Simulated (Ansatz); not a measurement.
InP: experiment and calculation

**What was measured.**

From a printed reference work, data compilation, for a bulk crystal of InP: lattice constant a 5.86875 Å at 291.15 K; band gap 1.4236 eV (direct) at 1.6 K; bulk modulus 71 GPa.

From a printed reference work, textbook, for a bulk crystal of InP at 300 K: high-frequency dielectric constant 9.61.

The results are compared with them further down.

Computed with Ansatz, DFT PBE, scalar-relativistic, plane waves, PAW.

Cutoff 420 eV; k points 10×10×10 on the computed 2-atom cell (Γ-centred); Gaussian smearing, width 0.02 eV; no spin polarisation.

Relaxed structure, symmetry kept:

```cif
data_structure
_symmetry_space_group_name_H-M 'P 1'
_symmetry_Int_Tables_number 1
_cell_length_a 4.2144
_cell_length_b 4.2144
_cell_length_c 4.2144
_cell_angle_alpha 60.000
_cell_angle_beta 60.000
_cell_angle_gamma 60.000
_cell_volume 52.93
loop_
_atom_site_label
_atom_site_type_symbol
_atom_site_fract_x
_atom_site_fract_y
_atom_site_fract_z
_atom_site_occupancy
In1 In 0.00000 0.00000 0.00000 1
P1 P 0.25000 0.25000 0.25000 1
```

```json
{
 "Space group": "F-43m (No. 216)",
 "Volume per atom": "26.46 Å³",
 "Formation energy from the elements' standard states (uncorrected)": "-0.245 eV/atom",
 "Kohn–Sham band gap": "0.44 eV, direct at Γ",
 "Löwdin character of the top 1 eV of the valence band": "P 3p 80 %, In 5p 17 %",
 "Löwdin character of the lowest 1 eV of the conduction band": "In 5s 37 %, P 3p 28 %, P 3s 25 %, In 5p 8 %",
 "Electron masses at the edge by Cartesian direction of the standard setting (m_e; degenerate bands sorted by energy; no spin-orbit coupling)": "x: 0.039; y: 0.039; z: 0.039",
 "Hole masses at the edge by Cartesian direction of the standard setting (m_e; degenerate bands sorted by energy; no spin-orbit coupling)": "x: 0.47, 0.47, 0.039; y: 0.47, 0.47, 0.039; z: 0.47, 0.47, 0.039",
 "Bulk modulus": "59 GPa",
 "Its pressure derivative": "4.7",
 "Electronic dielectric constant xx, yy, zz of the standard setting (independent particles)": "12.4, 12.4, 12.4",
 "Bader charges (e)": "In (1 in the cell) 0.88, P (1 in the cell) -0.88"
}
```

A measured lattice constant a of InP is 5.86875 Å (291.15 K; a printed reference work, data compilation); the calculated 5.960 Å misses it by +1.6 %. The calculation is for 0 K without zero-point motion. Measured band gap of InP: 1.4236 eV (direct; 1.6 K; a printed reference work, data compilation). This calculation gives 0.44 eV (-0.98 eV). Kohn–Sham gaps of semilocal functionals fall short of measured ones as a rule; spin-orbit coupling, left out here, would usually lower the calculated gap of a compound with heavy elements. Against the measured bulk modulus of InP, 71 GPa (a printed reference work, data compilation), the calculated 59 GPa is off by -16.5 %. A measured high-frequency dielectric constant of InP is 9.61 (300 K; a printed reference work, textbook); the calculated 12.36 misses it by +28.6 %. Local fields are left out.